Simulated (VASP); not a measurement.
# Au (P-1) in VASP: single point with PBE

Aim: the single point of Au with PBE.

Program: VASP 6.6.1. These are calculated values, not measurements. Logs are shortened: lines on timing, memory, paths and dates and some standing lists are left out, and cuts for length are marked.

## 1. The cell of the first run

The typed cell holds 2 atoms: a = 2.971 Å, b = 2.971 Å, c = 4.851 Å, α = 90.00°, β = 89.99°, γ = 122.65°.

This isn't the form of Au at room conditions, which is fcc.

## 2. Single point, PBE (all atoms moved at random, sigma 0.1 Å a component; relaxed back)

Input file INCAR:

```
ALGO     = Fast           # electronic algorithm
EDIFF    = 1E-6           # SCF threshold, eV
ENCUT    = 520            # plane-wave cutoff, eV
GGA      = PE             # functional
ISIF     = 2              # what is computed and relaxed
ISMEAR   = 0              # smearing method
LASPH    = True           # aspherical terms in the spheres
LCHARG   = True           # write CHGCAR
LELF     = True           # ELF
LREAL    = False          # projectors in reciprocal space
LVHAR    = True         
LWAVE    = False          # write WAVECAR
NBANDS   = 18             # bands
NELM     = 100            # most SCF steps
PREC     = Accurate       # precision mode
SIGMA    = 0.15           # smearing width, eV
```

Input file KPOINTS:

```
k-points
0
Gamma
  12 12 8
```

Input file POSCAR:

```
Au
1.0
    2.9705019443     -0.0685826999      0.0002938555
   -1.5446453325      2.5378639798     -0.0000252993
    0.0004926229      0.0002354427      4.8505847443
Au
2
Direct
    0.3392321724      0.6604225000      0.7499951439
    0.6607678276      0.3395775000      0.2500048561
```

Potentials or basis: VASP PAW PBE potentials, release 64 (Au).

Launch:

```console
> cat potpaw_PBE.64/Au/POTCAR > POTCAR
> mpirun -np 1 vasp_std > vasp.out
```

OUTCAR:

```text
EDIFF = 1E-6
   ENCUT = 520
   GGA = PE
   ISIF = 2
   ISMEAR = 0
   LASPH = True
   LREAL = False
   NELM = 100
   PREC = Accurate

 ion  position               nearest neighbor table
   1  0.339  0.660  0.750-   2 2.95   2 2.95   2 2.96   2 2.96   2 2.96   2 2.96
   2  0.661  0.340  0.250-   1 2.95   1 2.95   1 2.96   1 2.96   1 2.96   1 2.96

  LATTYP: Found a triclinic cell.
 ALAT       =     2.9712935692
 B/A-ratio  =     0.9998922368
 C/A-ratio  =     1.6324825071
 COS(alpha) =     0.0000198545
 COS(beta)  =     0.0001993102
 COS(gamma) =     0.5394905920

  Lattice vectors:

 A1 = (  -2.9705019443,   0.0685826999,  -0.0002938555)
 A2 = (  -1.5446453325,   2.5378639798,  -0.0000252993)
 A3 = (  -0.0004926229,  -0.0002354427,  -4.8505847443)

Analysis of symmetry for initial positions (statically):
=====================================================================
 Subroutine PRICEL returns:
 Original cell was already a primitive cell.

 Routine SETGRP: Setting up the symmetry group for a
 triclinic supercell.

 Subroutine GETGRP returns: Found  2 space group operations
 (whereof  2 operations were pure point group operations)
 out of a pool of  2 trial point group operations.

The static configuration has the point symmetry S_2 .

Analysis of symmetry for dynamics (positions and initial velocities):
=====================================================================
 Subroutine PRICEL returns:
 Original cell was already a primitive cell.

 Routine SETGRP: Setting up the symmetry group for a
 triclinic supercell.

 Subroutine GETGRP returns: Found  2 space group operations
 (whereof  2 operations were pure point group operations)
 out of a pool of  2 trial point group operations.

The dynamic configuration has the point symmetry S_2 .

 Subroutine INISYM returns: Found  2 space group operations
 (whereof  2 operations are pure point group operations),
 and found     1 'primitive' translations

----------------------------------------------------------------------------------------

                                     Primitive cell

  volume of cell :      36.0534

  direct lattice vectors                    reciprocal lattice vectors
     2.970501944 -0.068582700  0.000293855     0.341441460  0.207814903 -0.000044764
    -1.544645333  2.537863980 -0.000025299     0.009227044  0.399648097 -0.000020336
     0.000492623  0.000235443  4.850584744    -0.000020637 -0.000010505  0.206160714

  length of vectors
     2.971293569  2.970973373  4.850584775     0.399711529  0.399754600  0.206160715

  position of ions in fractional coordinates (direct lattice)
     0.339232172  0.660422500  0.749995144
     0.660767828  0.339577500  0.250004856

  ion indices of the primitive-cell ions
   primitive index   ion index
                 1           1
                 2           2

----------------------------------------------------------------------------------------

 KPOINTS: k-points

Automatic generation of k-mesh.
 Grid dimensions read from file:
 generate k-points for:   12   12    8

 Generating k-lattice:

  Cartesian coordinates                     Fractional coordinates (reciprocal lattice)
     0.028453455  0.017317909 -0.000003730     0.083333333 -0.000000000  0.000000000
     0.000768920  0.033304008 -0.000001695    -0.000000000  0.083333333  0.000000000
    -0.000002580 -0.000001313  0.025770089     0.000000000 -0.000000000  0.125000000

  Length of vectors
     0.033309294  0.033312883  0.025770089

  Shift w.r.t. Gamma in fractional coordinates (k-lattice)
     0.000000000  0.000000000  0.000000000

 Subroutine IBZKPT returns following result:
 ===========================================

 Found    580 irreducible k-points:

 Following reciprocal coordinates:
            Coordinates               Weight
  0.000000  0.000000  0.000000      1.000000
  0.083333 -0.000000  0.000000      2.000000
  0.166667 -0.000000  0.000000      2.000000
  0.250000 -0.000000  0.000000      2.000000
  0.333333  0.000000  0.000000      2.000000
  0.416667 -0.000000  0.000000      2.000000
[... 16 lines left out ...]
  0.250000  0.166667  0.000000      2.000000
  0.333333  0.166667  0.000000      2.000000
 [... further k-points ...]
   k-points           NKPTS =    580   k-points in BZ     NKDIM =    580   number of bands    NBANDS=     18
   number of dos      NEDOS =    301   number of ions     NIONS =      2
   total plane-waves  NPLWV =  20736
   dimension x,y,z NGX =    24 NGY =   24 NGZ =   36
   dimension x,y,z NGXF=    48 NGYF=   48 NGZF=   72
   ions per type =               2
   NGX,Y,Z   is equivalent  to a cutoff of  13.43, 13.43, 12.34 a.u.
   NGXF,Y,Z  is equivalent  to a cutoff of  26.86, 26.86, 24.68 a.u.
 SYSTEM =  unknown system
   PREC   = accura    normal or accurate (medium, high low for compatibility)
   ISTART =      0    job   : 0-new  1-cont  2-samecut
   ICHARG =      2    charge: 1-file 2-atom 10-const
   ISPIN  =      1    spin polarized calculation?
   LNONCOLLINEAR =      F non collinear calculations
   LSORBIT =      F    spin-orbit coupling
   LASPH  =      T    aspherical Exc in radial PAW
   ENCUT  =  520.0 eV  38.22 Ry    6.18 a.u.   5.52  5.52  9.02*2*pi/ulx,y,z
   NELM   =    100;   NELMIN=  2; NELMDL= -5     # of ELM steps
   EDIFF  = 0.1E-05   stopping-criterion for ELM
   LREAL  =      F    real-space projection
   EDIFFG = 0.1E-04   stopping-criterion for IOM
   NSW    =      0    number of steps for IOM
   IBRION =     -1    ionic relax: 0-MD 1-quasi-New 2-CG
   NFREE  =      0    steps in history (QN), initial steepest desc. (CG)
   ISIF   =      2    stress and relaxation
   ISYM   =      2    0-nonsym 1-usesym 2-fastsym
   POTIM  = 0.5000    time-step for ionic-motion
   TEBEG  =    0.0;   TEEND  =   0.0 temperature during run
   PSTRESS=    0.0 pullay stress
   NELECT =      22.0000    total number of electrons
   NUPDOWN=      -1.0000    fix difference up-down
   EMIN   =  10.00;   EMAX   =-10.00  energy-range for DOS
   EFERMI =   0.00;   METHOD = LEGACY
   ISMEAR =     0;   SIGMA  =   0.15  broadening in eV -4-tet -1-fermi 0-gaus
   EFERMI_NEDOS =   21; number of points for ismear=-14 and -15
   IALGO  =     68    algorithm
   IMIX   =      4    mixing-type and parameters
     AMIX     =   0.40;   BMIX     =  1.00
     AMIX_MAG =   1.60;   BMIX_MAG =  1.00
  volume/ion in A,a.u.               =      18.03       121.65
  Fermi-wavevector in a.u.,A,eV,Ry     =   1.388568  2.624012 26.233661  1.928120
  Thomas-Fermi vector in A             =   2.512681
   LORBIT       =      0    0 simple, 1 ext, 2 COOP (PROOUT), +10 PAW based schemes
   GGA     = PE    functional components
   LHFCALC =     F    Hartree Fock is set to
   AEXX    =    0.0000 exact exchange contribution
   IVDW    =     0    specifies the selected vdW correction
   LEPSILON=     F    determine dielectric tensor
   LRPA    =     F    only Hartree local field effects (RPA)
 non-spin polarized calculation
 RMM-DIIS sequential band-by-band and
 Gauss-broadening in eV      SIGMA  =   0.15
  energy-cutoff  :      520.00
  volume of cell :       36.05
 maximum number of plane-waves:       990
 NGX is ok and might be reduce to    24
   NGX = 11   NGY = 11   NGZ = 19

 number of electron      21.9999998 magnetization

 Free energy of the ion-electron system (eV)
  ---------------------------------------------------
  ext. energy  EPLUGINS =         0.00000000
  ---------------------------------------------------
  free energy    TOTEN  =        -6.42187214 eV

  energy without entropy =       -6.41575288  energy(sigma->0) =       -6.41881251

 E-fermi :   8.5862     XC(G=0): -12.3804

 val. band max:        8.5698223479   @ k =   0.2500  -0.0000   0.2500
 cond. band min:       8.6021430453   @ k =   0.5000  -0.3333   0.3750
 fundamental gap:      0.0323206974
 Fermi energy:         8.5861977713

 k-point     1 :       0.0000    0.0000    0.0000
  band No.  band energies     occupation
      1      -0.7117      2.00000
      2       1.6999      2.00000
      3       3.9230      2.00000
      4       3.9827      2.00000
      5       4.3844      2.00000
      6       4.6093      2.00000
[... 10 lines left out ...]
     17      25.8583      0.00000
     18      27.0798      0.00000

 k-point     2 :       0.0833   -0.0000    0.0000
  band No.  band energies     occupation
      1      -0.4977      2.00000
      2       1.8743      2.00000
      3       3.9126      2.00000
      4       4.1332      2.00000
      5       4.4144      2.00000
      6       4.6316      2.00000
[... 10 lines left out ...]
     17      25.3010      0.00000
     18      26.2226      0.00000

 k-point     3 :       0.1667   -0.0000    0.0000
  band No.  band energies     occupation
      1       0.1119      2.00000
      2       2.3134      2.00000
      3       3.8137      2.00000
      4       4.3883      2.00000
      5       4.4029      2.00000
      6       4.5327      2.00000
[... 10 lines left out ...]
     17      25.1352      0.00000
     18      25.9735      0.00000

 k-point     4 :       0.2500   -0.0000    0.0000
  band No.  band energies     occupation
      1       0.9855      2.00000
      2       2.6403      2.00000
      3       3.6732      2.00000
      4       3.8485      2.00000
      5       4.2756      2.00000
      6       4.5143      2.00000
[... 375 lines left out ...]
      4       3.4535      2.00000
      5       4.2258      2.00000
      6       4.2679      2.00000
[... 10 lines left out ...]
     17      24.6263      0.00000
     18      24.6701      0.00000

 k-point    23 :       0.2500    0.1667    0.0000
  band No.  band energies     occupation
      1       2.3322      2.00000
      2       2.9685      2.00000
      3       2.9930      2.00000
      4       3.6149      2.00000
      5       4.0182      2.00000
      6       4.4609      2.00000
[... 10 lines left out ...]
     17      22.3805      0.00000
     18      23.3016      0.00000

 k-point    24 :       0.3333    0.1667    0.0000
  band No.  band energies     occupation
      1       2.6347      2.00000
      2       2.7509      2.00000
      3       2.7603      2.00000
      4       3.9499      2.00000
      5       4.1892      2.00000
      6       4.6003      2.00000
[... 10 lines left out ...]
     17      21.0649      0.00000
     18      22.4856      0.00000

 [... further k-points ...]
[... 5 lines left out ...]
  --------------------------------------------------------------------------------------
  -------------------------------------------------------------------------------------
  Total       -0.0324794     -0.0292950     -0.0387042      0.0032353     -0.0005116     -0.0012534
  in kB       -1.4433520     -1.3018415     -1.7199761      0.1437737     -0.0227330     -0.0557016
  external PRESSURE =      -1.4883899 kB  Pullay stress =       0.0000000 kB

 VOLUME and BASIS-vectors are now :
 -----------------------------------------------------------------------------
  energy-cutoff  :      520.00
  volume of cell :       36.05
      direct lattice vectors                 reciprocal lattice vectors
     2.970501944 -0.068582700  0.000293855     0.341441460  0.207814903 -0.000044764
    -1.544645333  2.537863980 -0.000025299     0.009227044  0.399648097 -0.000020336
     0.000492623  0.000235443  4.850584744    -0.000020637 -0.000010505  0.206160714

 POSITION                                       TOTAL-FORCE (eV/Angst)
 -----------------------------------------------------------------------------------
     -0.01206      1.65297      3.63800        -0.000541      0.000662      0.000301
      1.43841      0.81654      1.21286         0.000541     -0.000662     -0.000301
 -----------------------------------------------------------------------------------
    total drift:                                0.000000     -0.000000     -0.000000

  FREE ENERGIE OF THE ION-ELECTRON SYSTEM (eV)
  ---------------------------------------------------
  free  energy   TOTEN  =        -6.4218721364 eV

  energy  without entropy=       -6.4157528760  energy(sigma->0) =       -6.41881251
```

Wall time 99 s (1 thread of Intel Xeon 6975P-C (Granite Rapids), shared host); peak memory 0.4 GiB.

What came out:

```
Free energy            : -6.4219 eV
Pressure               : -0.1 GPa
Band gap on the k mesh : none (metal or under the smearing width)
```

Levels at points of the mesh, in eV from the Fermi level:
| k point | band 9 | band 10 | band 11 | band 12 | band 13 | band 14 |
| --- | --- | --- | --- | --- | --- | --- |
| (0.00, 0.00, 0.00) | -3.31 | -2.20 | -2.13 | -0.81 | 2.55 | 14.22 |
| (0.50, 0.00, 0.00) | -1.91 | -1.76 | 0.39 | 1.59 | 5.79 | 7.18 |
| (0.00, 0.50, 0.00) | -1.91 | -1.76 | 0.39 | 1.60 | 5.79 | 7.17 |
| (0.50, 0.50, 0.00) | -1.89 | -1.79 | 0.15 | 0.94 | 5.49 | 6.57 |
| (0.00, 0.00, 0.50) | -2.70 | -2.70 | -2.49 | -2.48 | 10.54 | 10.54 |
| (0.50, 0.00, 0.50) | -1.79 | -1.79 | 0.73 | 0.74 | 3.82 | 3.83 |
| (0.00, 0.50, 0.50) | -1.79 | -1.79 | 0.74 | 0.74 | 3.82 | 3.82 |
| (0.50, 0.50, 0.50) | -1.88 | -1.88 | 0.17 | 0.17 | 3.26 | 3.26 |

The run has no spin-orbit coupling, so splittings on Au are missing.
